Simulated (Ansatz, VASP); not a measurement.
## One calculation of NaCl, two programs

```
Na Cl
1.0
     0.00000    2.80100    2.80100
     2.80100    0.00000    2.80100
     2.80100    2.80100    0.00000
Na Cl
1 1
Cartesian
  0.0000 0.0000 0.0000
  2.8010 2.8010 2.8010
```

Alike in both runs: functional PBEsol; k mesh 8 × 8 × 8; occupations gaussian, width 0.02 eV; no spin polarisation.

Ansatz relaxed the structure, and its values are those at the end. VASP's run is a single point on that final structure, the one shown.

|  | VASP | Ansatz |
| --- | --- | --- |
| version | VASP 6.6.1 | Ansatz 0.2.0 |
| potentials or method | VASP PAW PBE potentials, release 64 (Na_pv, Cl) | scalar-relativistic, plane waves, PAW |
| plane-wave cutoff (eV) | 520 | 420 |
| valence electrons in the cell | 14 | 16 |

|  | VASP | Ansatz | Ansatz less VASP |
| --- | --- | --- | --- |
| gap on the k mesh at the Fermi level (eV) | 5.01 | 5.01 | +0.004 |
| least direct gap on the mesh (eV) | 5.01 | 5.01 | +0.004 |
| pressure (GPa) | 0.0 | 0.0 | -0.02 |

With one functional, cell and mesh, what is left measures potentials, basis and numerics. The two sets of potentials don't hold the same shells in valence.

Caveats: the PAW data sets were made with another functional, which shifts forces and pressure a little (VASP). Expect the measured gap to be larger: semilocal functionals such as PBEsol lack the derivative discontinuity.
